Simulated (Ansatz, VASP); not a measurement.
# Two plane-wave programs on RbBr

The input INCAR:

```
PREC     = Accurate       # precision mode
ENCUT    = 520            # plane-wave cutoff, eV
EDIFF    = 1E-7           # SCF threshold, eV
ISMEAR   = 0              # smearing method
SIGMA    = 0.05           # smearing width, eV
LREAL    = False          # projectors in reciprocal space
LASPH    = True           # aspherical terms in the spheres
NELM     = 100            # most SCF steps
ALGO     = Normal         # electronic algorithm
ISIF     = 2              # what is computed and relaxed
LWAVE    = False          # write WAVECAR
LCHARG   = True           # write CHGCAR
GGA      = PS             # functional
LELF     = True           # ELF
LVHAR    = True         
NBANDS   = 15             # bands
```

KPOINTS

```
regular mesh
0
Gamma
  6 6 6
```

The input POSCAR:

```
RbBr
1.0
    3.9073620998      0.0000000000      0.0000000000
    0.0000000000      3.9073620998      0.0000000000
    0.0000000000      0.0000000000      4.0701688540
Rb Br
1 1
Direct
   -0.0992287032      0.0000000000      0.0000000000
    0.6061381027      0.5000000000      0.5000000000
```

Input for Ansatz:

```yaml
crystal:
  lattice:
    - [3.9073620998, 0.0, 0.0]
    - [0.0, 3.9073620998, 0.0]
    - [0.0, 0.0, 4.070168854]
  atoms:
    - { symbol: Rb, position: [-0.0992287032, 0.0, 0.0] }
    - { symbol: Br, position: [0.6061381027, 0.5, 0.5] }
basis:
  ecutwfc: 420
kpoints:
  mp_grid: { grid: [6, 6, 6] }
hamiltonian:
  xc: pbesol
scf:
  occupations: { method: gaussian, width: 0.05 }
output:
  forces: true
  stress: true
  eigenvalues: true
```

Change from the starting cell: mode 4 frozen in at -0.432 Å, equal normal strain along x and y -0.0400.

Alike in both runs: task single point; functional PBEsol; k mesh 6 × 6 × 6; occupations gaussian, width 0.05 eV; no spin polarisation.

|  | VASP | Ansatz |
| --- | --- | --- |
| version | VASP 6.6.1 | Ansatz 0.2.0 |
| potentials or method | VASP PAW PBE potentials, release 64 (Rb_sv, Br) | scalar-relativistic, plane waves, PAW |
| plane-wave cutoff (eV) | 520 | 420 |
| valence electrons in the cell | 16 | 16 |

VASP gave:

- gap on the k mesh at the Fermi level (eV): 4.16
- least direct gap on the mesh (eV): 4.35
- pressure (GPa): 6.4
- largest component of the traceless stress (GPa): 2.77
- rms of the force components (eV/Å): 0.615

Q: Estimate Ansatz's values.

A: gap on the k mesh at the Fermi level (eV): 4.16; least direct gap on the mesh (eV): 4.35; pressure (GPa): 6.3; largest component of the traceless stress (GPa): 2.71; rms of the force components (eV/Å): 0.605.

Atom by atom the forces differ by 0.009 eV/Å (rms over components). The functional is the same, so the differences come from potentials, cutoffs and numerics.

Caveats: the PAW data sets were made with another functional, which shifts forces and pressure a little (VASP). A k mesh can miss the band edges.
